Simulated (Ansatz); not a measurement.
The system is BaH2.

```xyz
6
Lattice="4.4620 0.0000 0.0000 -2.2310 3.8642 0.0000 0.0000 0.0000 6.0553" Properties=species:S:1:pos:R:3 pbc="T T T"
Ba    0.0000    2.5762    1.5138
Ba    2.2310    1.2881    4.5415
H     0.0000    0.0000    0.0000
H     0.0000    0.0000    3.0276
H     2.2310    1.2881    1.5138
H     0.0000    2.5762    4.5415
```

The cell comes from a database or a generator and needn't be the stable form of this composition.

Base run:

```yaml
Program: Ansatz 0.2.0
Functional: PBEsol
Potentials_or_basis: Ansatz PAW
Cutoff: 420 eV
Density_cutoff: 1680 eV
k_mesh: 7 × 7 × 5
Occupations: fermi-dirac, width 0.05 eV
Spin: no spin polarisation
```

Its results: band gap on the k mesh 1.78 eV, indirect (least direct gap 2.65 eV); pressure -2.3 GPa.

**Question.** The run is repeated on the same cell with these changes: functional from PBEsol to LDA. What comes out?

**Answer.** Band gap on the k mesh 1.68 eV, indirect (least direct gap 2.56 eV); pressure -3.5 GPa.

LDA binds more tightly than PBEsol, so the same cell stands under less pressure.

Caveats: the k mesh misses the band edges, so the gap on the mesh is wider than the one along the path; spin-orbit coupling is left out, which moves the levels of the heavy elements; the PAW data sets come from PBE, with cores solved anew for the run's functional, which leaves a small shift of forces and pressure.

Not every run made on this cell is shown here.
